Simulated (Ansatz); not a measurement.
The calculation used Ansatz, DFT PBE, scalar-relativistic, plane waves, PAW.

Levels along Γ–X–U | K–Γ–L–W–X, in eV from a zero inside the gap, sorted by energy at each point. Points in fractions of the primitive reciprocal vectors: Γ (0.000 0.000 0.000), X (0.500 0.000 0.500), U (0.625 0.250 0.625), K (0.375 0.375 0.750), L (0.500 0.500 0.500), W (0.500 0.250 0.750).
```
point  k (1/Å, with 2π)  band 3  band 4  band 5  band 6
    Γ             0.000   -4.42   -4.42   -4.42    4.42
    -             0.221   -4.55   -4.47   -4.47    4.63
    -             0.441   -4.92   -4.60   -4.60    5.24
    -             0.662   -5.48   -4.80   -4.80    6.18
    -             0.883   -6.12   -5.01   -5.01    7.33
    -             1.103   -6.72   -5.20   -5.20    8.56
    -             1.324   -7.14   -5.33   -5.33    9.63
    X             1.545   -7.29   -5.37   -5.37   10.13
    -             1.623   -7.28   -5.39   -5.37   10.13
    -             1.701   -7.25   -5.43   -5.35   10.14
    -             1.779   -7.20   -5.50   -5.32   10.15
    -             1.857   -7.13   -5.59   -5.28   10.16
    -             1.935   -7.04   -5.69   -5.24   10.18
    -             2.013   -6.93   -5.80   -5.18   10.21
    U             2.091   -6.81   -5.92   -5.12    9.89
    K             2.091   -6.81   -5.92   -5.12    9.89
    -             2.325   -6.36   -6.18   -4.91    8.77
    -             2.559   -6.25   -5.86   -4.71    7.77
    -             2.793   -6.06   -5.36   -4.55    6.87
    -             3.027   -5.64   -4.95   -4.46    6.02
    -             3.262   -5.09   -4.65   -4.42    5.24
    -             3.496   -4.62   -4.47   -4.42    4.65
    Γ             3.730   -4.42   -4.42   -4.42    4.42
    -             3.921   -4.57   -4.43   -4.43    4.57
    -             4.112   -4.95   -4.46   -4.46    4.98
    -             4.303   -5.47   -4.50   -4.50    5.47
    -             4.494   -6.00   -4.55   -4.55    5.90
    -             4.685   -6.45   -4.60   -4.60    6.14
    -             4.877   -6.74   -4.62   -4.62    6.22
    L             5.068   -6.85   -4.63   -4.63    6.23
    -             5.224   -6.83   -4.74   -4.66    6.39
    -             5.380   -6.78   -5.01   -4.72    6.85
    -             5.536   -6.70   -5.39   -4.82    7.53
    -             5.692   -6.61   -5.78   -4.94    8.35
    -             5.848   -6.51   -6.11   -5.06    9.22
    -             6.004   -6.43   -6.33   -5.15   10.02
    W             6.160   -6.40   -6.40   -5.18   10.42
    -             6.270   -6.61   -6.19   -5.19   10.31
    -             6.381   -6.80   -5.97   -5.22   10.24
    -             6.491   -6.97   -5.78   -5.26   10.19
    -             6.601   -7.11   -5.61   -5.30   10.16
    -             6.712   -7.21   -5.48   -5.34   10.14
    -             6.822   -7.27   -5.40   -5.36   10.14
    X             6.933   -7.29   -5.37   -5.37   10.13
```

The cell has space group Fm-3m, 2 atoms and 10 electrons in the valence of the PAW potentials, and holds 2 elements, among them Li; it is relaxed at this level.

Cutoff 420 eV, k mesh 10×10×10. No spin polarisation.

Task: Which material gives these bands?

Result: LiF, conventional cell a = 4.067 Å (cubic). Other compounds weren't ruled out.

The cell was reached from a generator's guess, though it ends in a space group that the Crystallography Open Database lists for this formula.
